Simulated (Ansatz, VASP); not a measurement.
## Two plane-wave programs on HgTe (Coloradoite)

Contents of INCAR:

```
SYSTEM = HgTe
PREC     = Accurate       ! precision mode
ENCUT    = 520            ! plane-wave cutoff, eV
EDIFF    = 1E-6           ! SCF threshold, eV
ISMEAR   = 0              ! smearing method
SIGMA    = 0.05           ! smearing width, eV
LREAL    = .False.        ! projectors in reciprocal space
LASPH    = .True.         ! aspherical terms in the spheres
NELM     = 100            ! most SCF steps
ALGO     = Normal         ! electronic algorithm
ISIF     = 2              ! what is computed and relaxed
LWAVE    = .False.        ! write WAVECAR
LCHARG   = .False.        ! write CHGCAR
GGA      = PE             ! functional
IVDW     = 12             ! dispersion correction
NBANDS   = 16             ! bands
```

File KPOINTS:

```
regular mesh
0
Gamma
  10 10 10
  0 0 0
```

Contents of POSCAR:

```
HgTe
1.0
    0.0000000000      3.2280528195      3.2280528195
    3.2280528195      0.0000000000      3.2280528195
    3.2280528195      3.2280528195      0.0000000000
Hg Te
1 1
Direct
    0.0000000000      0.0000000000      0.0000000000
    0.2500000000      0.2500000000      0.2500000000
```

Input for Ansatz:

```yaml
crystal:
  lattice:
    - [0.0, 3.2280528195, 3.2280528195]
    - [3.2280528195, 0.0, 3.2280528195]
    - [3.2280528195, 3.2280528195, 0.0]
  atoms:
    - { symbol: Hg, position: [0.0, 0.0, 0.0] }
    - { symbol: Te, position: [0.25, 0.25, 0.25] }
basis:
  ecutwfc: 420
  ecutrho_ratio: 4
kpoints:
  mp_grid: { grid: [10, 10, 10] }
hamiltonian:
  xc: pbe
  dispersion: d3bj
scf:
  occupations: { method: gaussian, width: 0.05 }
output:
  forces: true
  stress: true
  eigenvalues: true
```

Alike in both runs: task single point; functional PBE; dispersion D3(BJ); k mesh 10 × 10 × 10; occupations gaussian, width 0.05 eV; no spin polarisation.

|  | VASP | Ansatz |
| --- | --- | --- |
| version | VASP 6.6.1 | Ansatz 0.2.0 |
| potentials or method | VASP PAW PBE potentials, release 64 (Hg, Te) | scalar-relativistic, plane waves, PAW |
| plane-wave cutoff (eV) | 520 | 420 |
| valence electrons in the cell | 18 | 36 |

Ansatz gave:

| Item | Value |
| --- | --- |
| gap on the k mesh at the Fermi level (eV) | none |
| pressure (GPa) | 1.8 |

Question: What did VASP give for the same quantities?

Answer: gap on the k mesh at the Fermi level (eV): none; pressure (GPa): 1.9.

A gap of «none» marks a metal or a gap that the smearing closes. The two sets of potentials don't hold the same shells in valence.

Caveats: pairwise dispersion overbinds metals, which lowers pressure and volume. Spin-orbit coupling is left out, which matters for the levels of Hg, Te.
